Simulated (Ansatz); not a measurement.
# Re: pressure up to the limit of the methods, part 2 of 2

How does Re (omega type) answer strong compression, and how long do frozen cores keep up with all electrons? Methods of the runs shown: LAPW, crystal datasets and norm-conserving. Companion runs by PAW are cited. Its runs: the reference run (LAPW); volume scaled by 1 (crystal datasets and norm-conserving); volume scaled by 0.78 (LAPW); volume scaled by 0.58 (LAPW); volume scaled by 0.5 (LAPW and norm-conserving); volume scaled by 0.43 (LAPW, crystal datasets and norm-conserving).

Ansatz 0.2.0; DFT PBE; a cell built from a prototype (omega type), not taken from measurement. «Crystal datasets» are all-electron PAW datasets made for this crystal. The steps go on from the part before.

## (9) Volume scaled by 0.43, LAPW

input.yaml reads:

```yaml
crystal:
  lattice:
    - [3.3440385459, 0.0, 0.0]
    - [-1.6720192729, 2.8960223319, 0.0]
    - [0.0, 0.0, 2.0243685022]
  atoms:
    - { symbol: Re, position: [0.0, 0.0, 0.0] }
    - { symbol: Re, position: [0.3333333333, 0.6666666667, 0.5] }
    - { symbol: Re, position: [0.6666666667, 0.3333333333, 0.5] }
kpoints:
  mp_grid: { grid: [9, 9, 13] }
  band_path:
    path:
      - [0.0, 0.0, 0.0]
      - [0.5, 0.0, 0.0]
      - [0.3333333333, 0.3333333333, 0.0]
      - [0.0, 0.0, 0.0]
      - [0.0, 0.0, 0.5]
      - [0.5, 0.0, 0.5]
      - [0.3333333333, 0.3333333333, 0.5]
      - [0.0, 0.0, 0.5]
      - [0.5, 0.0, 0.5]
    npoints: 8
scf:
  occupations: { method: fermi_dirac, width: 0.08 }
hamiltonian:
  xc: pbe
  pseudopotentials: { kind: all_electron, lapw: { basis_error: 0.001 } }
output:
  forces: true
  stress: true
  eigenvalues: true
  populations: true
  dos: { projected: true, de: 0.2, e_range: [-14, 8] }
```

On the command line:

```sh
ansatz run input.yaml --threads 1 --pin off --max-ram 3072MiB --backend cpu --events-out ev --progress --plain --runs-dir out
```

Output:

```text
Re: projections on atomic orbitals take those of the free atom 1s2 2s2 2p6 3s2 3p6 3d10 4s2 4p6 4d10 4f14 5s2 5p6 5d5 6s2, of charge +0.00 (hamiltonian.pseudopotentials.projection_atoms)
LAPW: plane waves up to 13.544 Å⁻¹, error target 1.0e-3 eV per atom; small_component_spin mean_spin; Re in spheres of 0.965 Å, 47 of its electrons in bands, Dirac shells []
Engine: ansatz 0.2.0
Pseudopotentials: kind: all_electron
Pseudopotential: Re, LAPW, valence charge 47, Koelling and Harmon's equation, gaussian nucleus
Functional definition: PBE
  parameter kappa = 0.804
  parameter beta = 0.06672455060314922
  exchange = pbe_x(kappa = kappa, mu = beta*pi^2/3)
  correlation = pbe_c(beta = beta)
Crystal: 3 atoms, lattice volume = 19.605 Å³
Basis set: ecut = 698.8913860425405 eV, 795 PW (Γ), exchange–correlation at level 2
Bands: 85, of which v1, the nominal top of the filled ones, is band 71 counted from 1 (70 counted from 0)
Symmetry: 24 space group operations
Space group: P6/mmm (ITA 191), of the structure as read, at distance tolerance 2.7e-5 Å
k-points: 84 of 1053
Non-local potential: Re, projectors of the file, none
Initial density: superposition of atomic densities (chi_scale 0.1, normalization cell)
Initial wavefunctions: plane waves of lowest kinetic energy (no species holds an atomic orbital)
Functional: x = pbe(κ = 0.804, μ = 0.2195149727645171), c = pbe(β = 0.06672455060314922)
iter 1 solved again at ethr=1.18e-4 eV; its pass at ethr=1.00e-1 eV (dr2=1.66e-1 eV) is discarded
SCF iter   1: F=—  HF=-1362392.346395 eV  |F-HF|=—  |Δ(HF+E_count)|=         —  Δρ=4.01e-2  dr2=1.66e-1  ethr=1.18e-4  ⟨swp⟩=3.1  Hψ=46221  notcnv=0
preconditioner: auto → Kerker (q_TF=auto, 3.791 Å⁻¹)  [metal: Δε(μ)=0.105 eV  Ē_g=47.193 eV  σ=0.080 eV  W_gap=0.31  n_scr=26 (ndim 8)  ℏωp=75.5 eV  f_vac=0.000  D(μ)=0.73/eV (n_scr^D=6)]
SCF iter   2: F=—  HF=-1362392.025062 eV  |F-HF|=—  |Δ(HF+E_count)|=   3.21e-1  Δρ=2.61e-2  dr2=7.77e-2  ethr=1.18e-4  ⟨swp⟩=2.0  Hψ=21449  notcnv=0
SCF iter   3: F=—  HF=-1362391.976192 eV  |F-HF|=—  |Δ(HF+E_count)|=   4.89e-2  Δρ=1.86e-2  dr2=4.05e-2  ethr=5.51e-5  ⟨swp⟩=2.0  Hψ=20829  notcnv=0
SCF iter   4: F=—  HF=-1362391.960157 eV  |F-HF|=—  |Δ(HF+E_count)|=         —  Δρ=6.27e-3  dr2=5.42e-3  ethr=2.87e-5  ⟨swp⟩=2.0  Hψ=20983  notcnv=0
the basis was enlarged: its passes take 572.4 KiB over the memory plan, 1 of 1 planned eigensolver slots
iter 5 solved again at ethr=1.51e-7 eV; its pass at ethr=3.84e-6 eV (dr2=2.12e-4 eV) is discarded
SCF iter   5: F=—  HF=-1362391.958219 eV  |F-HF|=—  |Δ(HF+E_count)|=   1.94e-3  Δρ=1.13e-3  dr2=2.12e-4  ethr=1.51e-7  ⟨swp⟩=2.0  Hψ=35358  notcnv=0
SCF iter   6: F=—  HF=-1362391.958177 eV  |F-HF|=—  |Δ(HF+E_count)|=   4.18e-5  Δρ=3.90e-4  dr2=2.55e-5  ethr=1.50e-7  ⟨swp⟩=2.0  Hψ=20829  notcnv=0
SCF iter   7: F=—  HF=-1362391.958118 eV  |F-HF|=—  |Δ(HF+E_count)|=   5.85e-5  Δρ=2.69e-4  dr2=6.29e-6  ethr=1.81e-8  ⟨swp⟩=2.0  Hψ=20829  notcnv=0
SCF iter   8: F=—  HF=-1362391.958119 eV  |F-HF|=—  |Δ(HF+E_count)|=   4.01e-7  Δρ=5.94e-5  dr2=5.37e-7  ethr=4.46e-9  ⟨swp⟩=2.0  Hψ=20829  notcnv=0
SCF iter   9: F=-1362391.958118 eV  HF=-1362391.958118 eV  |F-HF|=4.84e-8  |Δ(HF+E_count)|=   1.71e-7  Δρ=2.05e-5  dr2=8.85e-8  ethr=3.81e-10  ⟨swp⟩=2.0  Hψ=20829  notcnv=0
SCF 1 converged in 9 iterations: F = -1362391.958118 eV  dr2 = 8.85e-8
NSCF: frozen V_eff on 65 k-points
SCF converged after 9 iterations
Free energy (F): -1362391.958118 eV
Harris-Foulkes:  -1362391.958118 eV  (|F-HF|=4.84e-8)
Internal energy: -1362391.941946 eV  (E = F + TS)
E sigma→0 (E₀):  -1362391.950032 eV
Entropy (-TS):   -0.016172 eV (-5.391 meV/atom)
Fermi energy:    73.619304 eV
--- Per-component energies (eV) ---
  E_band       = -11753.603401
  E_kinetic    = 1531578.750135
  E_xc         = -27222.482854
  E_electrostatic = -2866748.209227  (all electrons and nuclei)
  E_smearing   = -0.016172  (= −TS)
  E_closure    = 0.000000  (closes the sum)
  E_atoms      = -1362424.268340  (free atoms, spherical and without spin; not in F)
  Σ components = -1362391.958118   (vs F -1362391.958118, Δ=0.00e0)
  Basis errors (estimates in eV, not in F): energy 3.1e-4 per atom: plane waves 2.7e-4 (1.5e-4 summed), levels above the bands 6.5e-136, relativity 7.3e-8, radial functions 3.9e-5, core shells 1.5e-10; eigenvalues (radial functions only) 2.5e-6; not estimated: angular momenta, meshes, grids; target (lapw.basis_error) 1.0e-3; muffin-tin radii Re 0.965 Å
--- Forces (eV/Å), atoms counted from 1 ---
  atom   1  Re     0.00000000     0.00000000     0.00000000
  atom   2  Re    -0.00000000    -0.00000000     0.00000000
  atom   3  Re     0.00000000     0.00000000     0.00000000
  max |Σ_I F_I| component: 1.48e-16 eV/Å
--- Stress (GPa, compression-positive) ---
     1695.289591       0.000000       0.000000
        0.000000    1695.289591       0.000000
        0.000000       0.000000    1697.169110
  P = ⅓ Tr σ = 1695.9161 GPa (16959.161 kbar)
--- Band table (eV; the first three rows and the last of 84) ---
  k-point 0: bands = ["-521.2361", "-521.2361", "-520.9984", "-368.4767", "-368.4767", "-368.4765", "-368.4765", "-368.4470", "-368.4470", "-368.2778", "-368.1975", "-368.1975", "-176.8974", "-176.8974", "-176.8938", "-176.8938", "-176.8805", "-176.8805", "-176.8794", "-176.8794", "-176.8582", "-176.8550", "-176.6826", "-176.6482", "-176.6482", "-176.5920", "-176.5920", "-11.7670", "-8.4987", "-8.1669", "23.3518", "23.3518", "25.1080", "25.1080", "29.9117", "33.2171", "33.2171", "33.2450", "33.2898", "35.0725", "35.0997", "35.2100", "35.2100", "35.4056", "35.4056", "35.4379", "35.4379", "35.5257", "35.5257", "35.6105", "35.6613", "35.6613", "35.6964", "35.7708", "35.7708", "35.8184", "35.8266", "35.8517", "35.8711", "35.9951", "56.1082", "60.2444", "64.9365", "65.6602", "67.2435", "67.2435", "68.9553", "68.9553", "69.3848", "69.3848", "71.1695", "71.1695", "71.3698", "71.3698", "85.4767", "85.4767", "87.0222", "89.6712", "89.6712", "89.8154", "89.8154", "91.7423", "92.3444", "96.0381", "100.2619"]
  k-point 1: bands = ["-521.2361", "-521.2361", "-520.9984", "-368.4767", "-368.4767", "-368.4765", "-368.4765", "-368.4470", "-368.4470", "-368.2778", "-368.1975", "-368.1975", "-176.8974", "-176.8974", "-176.8938", "-176.8938", "-176.8805", "-176.8805", "-176.8794", "-176.8794", "-176.8580", "-176.8548", "-176.6824", "-176.6482", "-176.6482", "-176.5920", "-176.5920", "-11.6772", "-8.4564", "-8.1009", "23.4267", "23.4267", "25.2376", "25.2376", "29.3567", "32.6444", "32.7105", "33.1720", "33.1720", "35.0758", "35.1150", "35.2253", "35.2253", "35.4042", "35.4042", "35.4333", "35.4333", "35.5372", "35.5372", "35.6176", "35.6701", "35.6701", "35.6966", "35.7148", "35.7687", "35.7687", "35.7846", "35.8251", "35.8764", "35.9218", "57.2047", "60.8093", "65.5938", "65.5938", "66.0328", "66.4753", "67.6611", "67.6611", "69.2139", "69.2139", "71.9656", "71.9656", "72.7377", "72.7377", "84.5153", "84.5153", "87.2147", "90.7537", "90.7537", "91.0835", "91.0835", "91.7998", "92.5082", "95.0365", "101.1940"]
  k-point 2: bands = ["-521.2361", "-521.2361", "-520.9984", "-368.4767", "-368.4767", "-368.4765", "-368.4765", "-368.4470", "-368.4470", "-368.2778", "-368.1975", "-368.1975", "-176.8974", "-176.8974", "-176.8938", "-176.8938", "-176.8806", "-176.8806", "-176.8795", "-176.8795", "-176.8574", "-176.8542", "-176.6818", "-176.6483", "-176.6483", "-176.5920", "-176.5920", "-11.4194", "-8.3424", "-7.9151", "23.6381", "23.6381", "25.6178", "25.6178", "27.9248", "30.9703", "31.2911", "33.0171", "33.0171", "35.0851", "35.1332", "35.2696", "35.2696", "35.4182", "35.4182", "35.4210", "35.4210", "35.5196", "35.5588", "35.5588", "35.6238", "35.6899", "35.6954", "35.6954", "35.6971", "35.7634", "35.7634", "35.8027", "35.8208", "35.8809", "60.0450", "62.0774", "62.6662", "62.6662", "65.4324", "65.4324", "69.0488", "69.0527", "69.5083", "69.5083", "72.2820", "72.2820", "74.7349", "74.7349", "82.9584", "82.9584", "87.7910", "91.4464", "92.9859", "93.2964", "93.2964", "93.4516", "94.3569", "94.3569", "101.5883"]
  k-point 83: bands = ["-521.2361", "-521.2361", "-520.9984", "-368.4767", "-368.4766", "-368.4766", "-368.4765", "-368.4471", "-368.4471", "-368.2779", "-368.1975", "-368.1975", "-176.8985", "-176.8956", "-176.8956", "-176.8926", "-176.8812", "-176.8806", "-176.8806", "-176.8800", "-176.8528", "-176.8528", "-176.6789", "-176.6488", "-176.6488", "-176.5920", "-176.5920", "-8.4959", "-8.4959", "-7.9308", "21.3426", "23.2542", "23.2542", "26.9293", "27.8727", "27.8727", "29.8207", "29.8207", "33.0732", "35.2074", "35.2228", "35.2228", "35.3712", "35.3712", "35.4506", "35.4506", "35.4892", "35.5185", "35.5844", "35.5844", "35.6098", "35.6317", "35.6317", "35.7328", "35.7446", "35.7446", "35.8188", "35.8335", "35.8335", "35.8505", "55.0120", "61.5319", "61.5319", "62.0546", "62.7749", "62.7749", "65.9967", "65.9967", "69.3824", "69.3824", "70.6976", "77.1718", "84.4942", "86.4403", "86.4403", "87.8144", "90.4674", "92.9177", "92.9177", "97.7730", "97.7730", "101.1023", "101.1023", "102.8708", "102.8708"]
--- Löwdin populations: 3 sites ---
  site symbol       q [e]
     0     Re     74.9942
     1     Re     74.8659
     2     Re     74.8659
  spilling = 0.001218 (of n_electrons = 225.000000)
```

Wall time 3.1 min (1 thread of Arm Neoverse V2, shared host); peak memory 0.99 GiB.

In short: pressure 1695.92 GPa; no gap.

At the corners of the path (eV, zero at the Fermi level):

```csv
point,band 67,band 68,band 69,band 70,band 71,band 72,band 73
Γ,-4.66,-4.66,-4.23,-4.23,-2.45,-2.45,-2.25
M,-6.27,-5.30,-4.44,-0.74,-0.60,5.29,6.24
K,-3.25,-3.09,-3.09,1.01,2.72,2.72,3.84
Γ,-4.66,-4.66,-4.23,-4.23,-2.45,-2.45,-2.25
A,-4.93,-3.03,-1.87,-1.87,5.53,5.53,8.84
L,-8.25,-5.18,-1.25,0.60,1.51,4.93,6.29
H,-7.34,-7.34,-4.55,-4.55,-3.03,3.52,10.91
A,-4.93,-3.03,-1.87,-1.87,5.53,5.53,8.84
L,-8.25,-5.18,-1.25,0.60,1.51,4.93,6.29
```

States per cell, counted by energy window (eV from the Fermi level, on a grid of 0.20 eV):

```csv
from,to,total,Re 5d,Re 6s,Re 5p
-10,-9,1.29,1.10,0.06,0.08
-9,-8,1.21,1.06,0.04,0.08
-8,-7,1.15,1.00,0.04,0.07
-7,-6,1.26,1.08,0.06,0.08
-6,-5,1.23,1.03,0.09,0.07
-5,-4,1.16,0.98,0.08,0.06
-4,-3,1.21,1.05,0.06,0.07
-3,-2,1.51,1.30,0.08,0.09
-2,-1,1.36,1.16,0.08,0.09
-1,0,0.98,0.82,0.07,0.05
0,1,0.87,0.73,0.07,0.04
1,2,0.76,0.65,0.05,0.03
2,3,1.12,0.95,0.08,0.04
3,4,1.06,0.89,0.08,0.03
4,5,1.15,0.97,0.08,0.03
```

## (10) Volume scaled by 0.43, crystal datasets

input.yaml reads:

```yaml
crystal:
  lattice:
    - [3.3440385459, 0.0, 0.0]
    - [-1.6720192729, 2.8960223319, 0.0]
    - [0.0, 0.0, 2.0243685022]
  atoms:
    - { symbol: Re, position: [0.0, 0.0, 0.0] }
    - { symbol: Re, position: [0.3333333333, 0.6666666667, 0.5] }
    - { symbol: Re, position: [0.6666666667, 0.3333333333, 0.5] }
kpoints:
  mp_grid: { grid: [9, 9, 13] }
scf:
  occupations: { method: fermi_dirac, width: 0.08 }
hamiltonian:
  xc: pbe
  pseudopotentials: { kind: all_electron, datasets: crystal }
output:
  forces: true
  stress: true
  eigenvalues: true
```

On the command line:

```sh
ansatz run input.yaml --threads 1 --pin off --max-ram 3072MiB --backend cpu --events-out ev --progress --plain --runs-dir out
```

Output, shortened:

```text
[...]
band count auto-derived: 31 (N_el = 45.0; filled up to band 23; 27 by the electrons, moments and atoms)
[...]
[... 1 set-up line as earlier in the session ...]
Pseudopotential: Re, paw, valence charge 29, recommended cutoff 560 eV (normal), Koelling and Harmon's equation, gaussian nucleus
[... 1 set-up line as earlier in the session ...]
[...]
Crystal: 3 atoms, lattice volume = 19.605 Å³
Basis set: ecut = 560 eV, 595 PW (Γ), exchange–correlation on 60×60×36 points (8 copies of the dense FFT grid, shifted against one another)
Bands: 31, of which v1, the nominal top of the filled ones, is band 23 counted from 1 (22 counted from 0)
[... 2 set-up lines as earlier in the session ...]
k-points: 84 of 1053
[...]
By the cutoff:   a pressure is off by up to 0.011 GPa (1.2 times the spheres' own share and the shells' term, over an atom's volume, and 0.004 GPa: a bound that held against runs at twice the plane waves)
Past the cutoffs: a stress includes 0.0067 GPa for waves and charges beyond them, in addition to the slope of what the spheres take
In the spheres:  the bands' charges fall short by 3.2e-6 e at most (sound up to 1e-3)
Fermi energy:    73.619315 eV
[...]
  The terms above E_closure are by the made datasets' own strengths, without shells solved beside the bands.
--- Forces (eV/Å), atoms counted from 1 ---
  atom   1  Re     0.00000000     0.00000000     0.00000000
  atom   2  Re    -0.00000000    -0.00000000     0.00000000
  atom   3  Re     0.00000000     0.00000000     0.00000000
[...]
--- Stress (GPa, compression-positive) ---
     1695.288389       0.000000       0.000000
        0.000000    1695.288389       0.000000
        0.000000       0.000000    1697.164539
  P = ⅓ Tr σ = 1695.9138 GPa (16959.138 kbar)
--- Band table (eV; the first three rows and the last of 84) ---
[...]
```

Run time: 64 s. Hardware: 1 thread of Arm Neoverse V2, shared host; peak memory 1.6 GiB.

In short: pressure 1695.91 GPa; no gap.

## (11) Volume scaled by 0.43, norm-conserving

input.yaml: that of step 10 with these lines changed.

```diff
@@ -15,3 +15,3 @@
   xc: pbe
-  pseudopotentials: { kind: all_electron, datasets: crystal }
+  pseudopotentials: { kind: nc }
 output:
```

On the command line:

```sh
ansatz run input.yaml --threads 1 --pin off --max-ram 3072MiB --backend cpu --events-out ev --progress --plain --runs-dir out
```

Output, shortened:

```text
[...]
[... 3 set-up lines as earlier in the session ...]
[...]
Crystal: 3 atoms, lattice volume = 19.605 Å³
Basis set: ecut = 979.609905 eV, 1373 PW (Γ), exchange–correlation on 72×72×48 points (8 copies of the dense FFT grid, shifted against one another)
Bands: 27, of which v1, the nominal top of the filled ones, is band 23 counted from 1 (22 counted from 0)
[... 2 set-up lines as earlier in the session ...]
k-points: 84 of 1053
[...]
SCF iter   1: F=—  HF=-7009.319929 eV  |F-HF|=—  |Δ(HF+E_count)|=         —  Δρ=6.03e-2  dr2=2.63e-1  ethr=3.10e-3  ⟨swp⟩=9.8  Hψ=13959  notcnv=0
[...]
SCF iter   7: F=-7009.195472 eV  HF=-7009.195472 eV  |F-HF|=2.32e-9  |Δ(HF+E_count)|=   2.61e-8  Δρ=9.90e-6  dr2=5.47e-9  ethr=2.22e-10  ⟨swp⟩=9.9  Hψ=13985  notcnv=0
[...]
SCF converged after 7 iterations
Free energy (F): -7009.195472 eV
[...]
E sigma→0 (E₀):  -7009.187385 eV
Entropy (-TS):   -0.016173 eV (-5.391 meV/atom)
Fermi energy:    58.773265 eV
[...]
--- Forces (eV/Å), atoms counted from 1 ---
  atom   1  Re    -0.00000000     0.00000000     0.00000000
  atom   2  Re    -0.00000000    -0.00000000     0.00000000
  atom   3  Re     0.00000000     0.00000000     0.00000000
[...]
--- Stress (GPa, compression-positive) ---
     1712.078995       0.000000       0.000000
        0.000000    1712.078995       0.000000
        0.000000       0.000000    1712.408869
  P = ⅓ Tr σ = 1712.1890 GPa (17121.890 kbar)
--- Band table (eV; the first three rows and the last of 84) ---
  k-point 0: bands = ["-26.3794", "-23.0756", "-22.7225", "8.6218", "8.6218", "10.4068", "10.4068", "15.5988", "18.6383", "18.6383", "18.6856", "18.7099", "41.2127", "45.3777", "50.0769", "50.7831", "52.3723", "52.3723", "54.1338", "54.1338", "54.5631", "54.5631", "56.3020", "56.3020", [...]
[...]
```

Wall time 7.7 s (1 thread of Arm Neoverse V2, shared host); peak memory 0.31 GiB.

In short: pressure 1712.19 GPa; no gap.

## (12) Side by side

The PAW rows are taken from companion runs at the same settings.

| method | volume over the first | volume (Å³/atom) | pressure (GPa) | SCF cycles, all passes |
| --- | --- | --- | --- | --- |
| LAPW | 1 | 15.198 | 0.06 | 11 |
| LAPW | 0.78 | 11.854 | 146.69 | 11 |
| LAPW | 0.58 | 8.815 | 591.47 | 10 |
| LAPW | 0.5 | 7.599 | 1021.10 | 10 |
| LAPW | 0.43 | 6.535 | 1695.92 | 9 |
| PAW | 1 | 15.198 | -0.02 | 6 |
| PAW | 0.78 | 11.854 | 147.20 | 6 |
| PAW | 0.58 | 8.815 | 595.61 | 6 |
| PAW | 0.5 | 7.599 | 1030.11 | 7 |
| PAW | 0.43 | 6.535 | 1714.38 | 8 |
| PAW (cutoff 600 eV) | 0.43 | 6.535 | 1714.16 | 8 |
| crystal datasets | 1 | 15.198 | 0.06 | 10 |
| crystal datasets | 0.43 | 6.535 | 1695.91 | 9 |
| norm-conserving | 1 | 15.198 | 0.26 | 8 |
| norm-conserving | 0.5 | 7.599 | 1030.69 | 7 |
| norm-conserving | 0.43 | 6.535 | 1712.19 | 7 |

## (13) Results

The summary covers parts 1 to 2.

```
                                          quantity       value
               LAPW pressure at 0.43 of the volume  1695.9 GPa
                PAW pressure at 0.43 of the volume  1714.4 GPa
PAW (cutoff 600 eV) pressure at 0.43 of the volume  1714.2 GPa
   crystal datasets pressure at 0.43 of the volume  1695.9 GPa
    norm-conserving pressure at 0.43 of the volume  1712.2 GPa
       fitted bulk modulus at zero pressure (LAPW)     357 GPa
                           its pressure derivative        4.05
```

In words: At 0.43 of the starting volume LAPW gives 1696 GPa. One third-order Birch-Murnaghan curve follows these points (B₀ = 357 GPa, B′ = 4.05, misfit at most 1.78 GPa). A fit over so wide a range leans to the high pressures, so B₀ can be off by several per cent. Where LAPW's pressure is over 3 GPa, PAW's departs from it by at most 1.1 %, at 0.43 of the volume, where the frozen cores and overlapping spheres are strained most. The ions are at rest, and the electrons smeared by 0.08 eV. Spin-orbit coupling is left out, though the cell holds Re; in elements this heavy it can shift bands and gaps by tenths of an eV.
